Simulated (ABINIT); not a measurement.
The system is Sb.

```
Sb
1.0
     4.57845    0.00000    0.00000
     0.00000    4.57845    0.00000
     0.00000    0.00000    4.57845
Sb
3
Direct
  0.50000 0.50000 0.00000
  0.50000 0.00000 0.50000
  0.00000 0.50000 0.50000
```

The cell was built by a generator and needn't be a form met in nature.

- Program: ABINIT 10.8.3 (patched build)
- Task: single point
- Functional: PBE
- Potentials or basis: JTH PAW PBE v2.0
- Cutoff: 435 eV
- k mesh: 6 × 6 × 6
- Occupations: fermi-dirac, width 0.05 eV
- Spin: no spin polarisation

On this cell: pressure 0.0 GPa; largest force zero by symmetry; band gap on the k mesh none (metal or under the smearing width).

The same run follows on a disturbed copy (atoms moved at random, drawn with an rms of 0.05 Å):

```
Sb
1.0
     4.57845    0.00000    0.00000
     0.00000    4.57845    0.00000
     0.00000    0.00000    4.57845
Sb
3
Direct
  0.50117 0.50164 0.00379
  0.49154 0.00426 0.49626
  0.00063 0.49735 0.50547
```

Q: What changes?

A: The energy (extrapolated to zero smearing) moves by -1.1 meV/atom; pressure 0.0 GPa; largest force 0.054 eV/Å; band gap on the k mesh none (metal or under the smearing width).

Forces in eV/Å, atoms in the order of the input:
```
Sb   0.041  0.017 -0.001
Sb  -0.039  0.005 -0.037
Sb  -0.002 -0.022  0.039
```

The energy falls, though the first cell shows no forces: that form is unstable against this distortion, unless noise or another electronic state is at work.
